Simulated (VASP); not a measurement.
# ZrC (Fm-3m) in VASP: further runs

One crystal, ZrC, is run at these levels: r2SCAN+rVV10; tasks: relaxation of cell and atoms.

Everything below comes from runs of VASP 6.6.1. Logs are shortened: lines on timing, memory, paths and dates and some standing lists are left out, and cuts for length are marked.

## Step 1: The crystal as given

It takes space group Fm-3m (No. 225, cubic). Conventional cell: a = 4.730 Å, b = 4.730 Å, c = 4.730 Å, α = 90.00°, β = 90.00°, γ = 90.00°. Around Zr (site symmetry m-3m) lie 6 C at 2.37 Å. Around C (site symmetry m-3m) lie 6 Zr at 2.37 Å.

## Step 2: Relaxation of cell and atoms, r2SCAN+rVV10

INCAR reads:

```
PREC = Accurate ; ENCUT = 520
EDIFF = 1E-7 ; ISMEAR = 0
SIGMA = 0.1 ; LREAL = F
LASPH = T ; NELM = 80
ALGO = Normal ; ISIF = 3
LWAVE = F ; LCHARG = F
METAGGA = R2SCAN ; LMIXTAU = T
LUSE_VDW = T ; IVDW_NL = 2
BPARAM = 11.95 ; CPARAM = 0.0093
IBRION = 2 ; NSW = 80
EDIFFG = -0.002
```

KPOINTS reads:

```
regular mesh
0
Gamma
  16 16 16
```

POSCAR reads:

```
ZrC
1.0
    0.0000000000      2.3650000000      2.3650000000
    2.3650000000      0.0000000000      2.3650000000
    2.3650000000      2.3650000000      0.0000000000
Zr C
1 1
Direct
    0.5000000000      0.5000000000      0.5000000000
    0.0000000000      0.0000000000      0.0000000000
```

Potentials or basis: VASP PAW PBE potentials, release 64 (Zr_sv, C).

Started as:

```console
$ cat potpaw_PBE.64/Zr_sv/POTCAR potpaw_PBE.64/C/POTCAR > POTCAR
$ mpirun -np 1 vasp_std > vasp.out
```

OUTCAR:

```text
PREC = Accurate
   ENCUT = 520
   EDIFF = 1E-7
   ISMEAR = 0
   LREAL = F
   LASPH = T
   NELM = 80
   ISIF = 3
   METAGGA = R2SCAN
   IVDW_NL = 2
   BPARAM = 11.95
   IBRION = 2
   NSW = 80
   EDIFFG = -0.002

 ion  position               nearest neighbor table
   1  0.500  0.500  0.500-   2 2.37   2 2.37   2 2.37   2 2.37   2 2.37   2 2.37
   2  0.000  0.000  0.000-   1 2.37   1 2.37   1 2.37   1 2.37   1 2.37   1 2.37

  LATTYP: Found a face centered cubic cell.
 ALAT       =     4.7300000000

  Lattice vectors:

 A1 = (   0.0000000000,   2.3650000000,   2.3650000000)
 A2 = (   2.3650000000,   0.0000000000,   2.3650000000)
 A3 = (   2.3650000000,   2.3650000000,   0.0000000000)

Analysis of symmetry for initial positions (statically):
=====================================================================
 Subroutine PRICEL returns:
 Original cell was already a primitive cell.

 Routine SETGRP: Setting up the symmetry group for a
 face centered cubic supercell.

 Subroutine GETGRP returns: Found 48 space group operations
 (whereof 48 operations were pure point group operations)
 out of a pool of 48 trial point group operations.

The static configuration has the point symmetry O_h .

Analysis of symmetry for dynamics (positions and initial velocities):
=====================================================================
 Subroutine PRICEL returns:
 Original cell was already a primitive cell.

 Routine SETGRP: Setting up the symmetry group for a
 face centered cubic supercell.

 Subroutine GETGRP returns: Found 48 space group operations
 (whereof 48 operations were pure point group operations)
 out of a pool of 48 trial point group operations.

The dynamic configuration has the point symmetry O_h .

 Subroutine INISYM returns: Found 48 space group operations
 (whereof 48 operations are pure point group operations),
 and found     1 'primitive' translations

----------------------------------------------------------------------------------------

                                     Primitive cell

  volume of cell :      26.4560

  direct lattice vectors                    reciprocal lattice vectors
     0.000000000  2.365000000  2.365000000    -0.211416490  0.211416490  0.211416490
     2.365000000  0.000000000  2.365000000     0.211416490 -0.211416490  0.211416490
     2.365000000  2.365000000  0.000000000     0.211416490  0.211416490 -0.211416490

  length of vectors
     3.344615075  3.344615075  3.344615075     0.366184103  0.366184103  0.366184103
[... 100 lines left out ...]
     AMIX     =   0.40;   BMIX     =  1.00
     AMIX_MAG =   1.60;   BMIX_MAG =  1.00
  volume/ion in A,a.u.               =      13.23        89.27
  Fermi-wavevector in a.u.,A,eV,Ry     =   1.384439  2.616209 26.077880  1.916670
  Thomas-Fermi vector in A             =   2.508943
   LORBIT       =      0    0 simple, 1 ext, 2 COOP (PROOUT), +10 PAW based schemes
   METAGGA = R2SCAN    functional components
   LHFCALC =     F    Hartree Fock is set to
   AEXX    =    0.0000 exact exchange contribution
   IVDW_NL    =     2    kernel type
   BPARAM     =11.9500
   IVDW    =     0    specifies the selected vdW correction
   LEPSILON=     F    determine dielectric tensor
   LRPA    =     F    only Hartree local field effects (RPA)
 conjugate gradient relaxation of ions
 non-spin polarized calculation
 Gauss-broadening in eV      SIGMA  =   0.10
  energy-cutoff  :      520.00
  volume of cell :       26.46
 maximum number of plane-waves:       728
 NGX is ok and might be reduce to    28

--------------------------------------- Ionic step        1  -------------------------------------------

 number of electron      16.0000000 magnetization

 Free energy of the ion-electron system (eV)
  ---------------------------------------------------
  ext. energy  EPLUGINS =         0.00000000
  ---------------------------------------------------
  free energy    TOTEN  =       -34.48466389 eV

  energy without entropy =      -34.48287842  energy(sigma->0) =      -34.48377115

------------------------ aborting loop because EDIFF is reached ----------------------------------------

  FORCE on cell =-STRESS in cart. coord.  units (eV):
  Direction    XX          YY          ZZ          XY          YZ          ZX
  --------------------------------------------------------------------------------------
  -------------------------------------------------------------------------------------
  Total       -0.5638901     -0.5638901     -0.5638901     -0.0000000      0.0000000      0.0000000
  in kB      -34.1492865    -34.1492865    -34.1492865     -0.0000000      0.0000000      0.0000000
  external PRESSURE =     -34.1492865 kB  Pullay stress =       0.0000000 kB
[... 59 lines left out ...]
--------------------------------------- Ionic step        3  -------------------------------------------

 number of electron      16.0000000 magnetization

 Free energy of the ion-electron system (eV)
  ---------------------------------------------------
  ext. energy  EPLUGINS =         0.00000000
  ---------------------------------------------------
  free energy    TOTEN  =       -34.48907813 eV

  energy without entropy =      -34.48731503  energy(sigma->0) =      -34.48819658

 E-fermi :   9.5997     XC(G=0): -12.9492

 val. band max:        9.5990812128   @ k =   0.5000   0.5000   0.0000
 cond. band min:       9.6086718798   @ k =  -0.0625   0.0625   0.0000
 fundamental gap:      0.0095906670
 Fermi energy:         9.5996891080

 k-point     1 :       0.0000    0.0000    0.0000
  band No.  band energies     occupation
      1     -40.2130      2.00000
      2     -17.2199      2.00000
      3     -17.2199      2.00000
      4     -17.2199      2.00000
      5      -2.4334      2.00000
      6      10.5222      0.00000
      7      10.5222      0.00000
      8      10.5222      0.00000
      9      10.9059      0.00000
     10      10.9059      0.00000
     11      10.9059      0.00000
     12      12.5585      0.00000
[... 331 lines left out ...]
 k-point    24 :      -0.0625    0.0625    0.0000
  band No.  band energies     occupation
      1     -40.2026      2.00000
      2     -17.3059      2.00000
      3     -17.2423      2.00000
      4     -17.2210      2.00000
      5      -2.1944      2.00000
      6       9.1818      2.00000
      7       9.3685      1.99892
      8       9.6087      0.89891
      9      11.0536      0.00000
     10      11.6600      0.00000
     11      11.6967      0.00000
     12      13.2097      0.00000

 [... further k-points ...]
[... 5 lines left out ...]
  --------------------------------------------------------------------------------------
  -------------------------------------------------------------------------------------
  Total       -0.0028180     -0.0028180     -0.0028180     -0.0000000      0.0000000     -0.0000000
  in kB       -0.1732842     -0.1732842     -0.1732842     -0.0000000      0.0000000     -0.0000000
  external PRESSURE =      -0.1732842 kB  Pullay stress =       0.0000000 kB
[... 17 lines left out ...]
  FREE ENERGIE OF THE ION-ELECTRON SYSTEM (eV)
  ---------------------------------------------------
  free  energy   TOTEN  =       -34.4890781272 eV

  energy  without entropy=      -34.4873150325  energy(sigma->0) =      -34.48819658

 reached required accuracy - stopping structural energy minimisation
```

OSZICAR:

```text
N       E                     dE             d eps       ncg     rms          rms(c)
DAV:   1     0.882178020821E+02    0.88218E+02   -0.92089E+03  3480   0.139E+03
DAV:   2    -0.355196700437E+02   -0.12374E+03   -0.11741E+03  4004   0.345E+02
DAV:   3    -0.439494414511E+02   -0.84298E+01   -0.82654E+01  6584   0.747E+01
[... 47 lines left out ...]
DAV:   9    -0.344890791125E+02   -0.12257E-05   -0.10731E-05  5364   0.237E-02    0.435E-03
DAV:  10    -0.344890773238E+02    0.17887E-05   -0.33886E-06  6320   0.146E-02    0.131E-03
DAV:  11    -0.344890787383E+02   -0.14146E-05   -0.13099E-06  4004   0.110E-02    0.128E-03
DAV:  12    -0.344890779611E+02    0.77725E-06   -0.28404E-07  3368   0.584E-03    0.111E-03
DAV:  13    -0.344890781861E+02   -0.22503E-06   -0.27175E-08  1800   0.180E-03    0.447E-04
DAV:  14    -0.344890781272E+02    0.58923E-07   -0.92336E-09  1780   0.926E-04
   3 F= -.34489078E+02 E0= -.34488197E+02  d E =-.441424E-02
```

It took 9.8 min on 1 thread of AMD EPYC 9R45 (Zen 5), shared host; peak memory 0.28 GiB.

Results:

```yaml
Free_energy: -34.4891 eV
Relaxed_volume: 13.03 Å³/atom
Relaxed_cell: a = 3.328 Å, b = 3.328 Å, c = 3.328 Å, α = 60.00°, β = 60.00°, γ = 60.00°
Space_group_after_relaxing_to_0.05_Å: Fm-3m (No. 225)
Energy_gained_by_relaxing: 2.2 meV/atom
Ionic_steps: 3
Pressure_after_relaxing: 0.0 GPa
Band_gap_on_the_k_mesh: none (metal or under the smearing width)
```

The path:
```csv
step,energy change (eV),largest force (eV/Å),pressure (GPa),volume (Å³)
1,0.0000,0.0000,-3.41,26.46
2,0.0083,0.0000,6.29,25.39
3,-0.0044,0.0000,-0.02,26.06
```

Final structure:
```yaml
crystal:
  lattice:
    - [0.00000, 2.35300, 2.35300]
    - [2.35300, 0.00000, 2.35300]
    - [2.35300, 2.35300, 0.00000]
  atoms:
    - { symbol: Zr, position: [0.50000, 0.50000, 0.50000] }
    - { symbol: C, position: [0.00000, 0.00000, 0.00000] }
```

Caveat: the PAW data sets were made with another functional, which shifts forces and pressure a little.

(Part 1 of 2 ends here.)
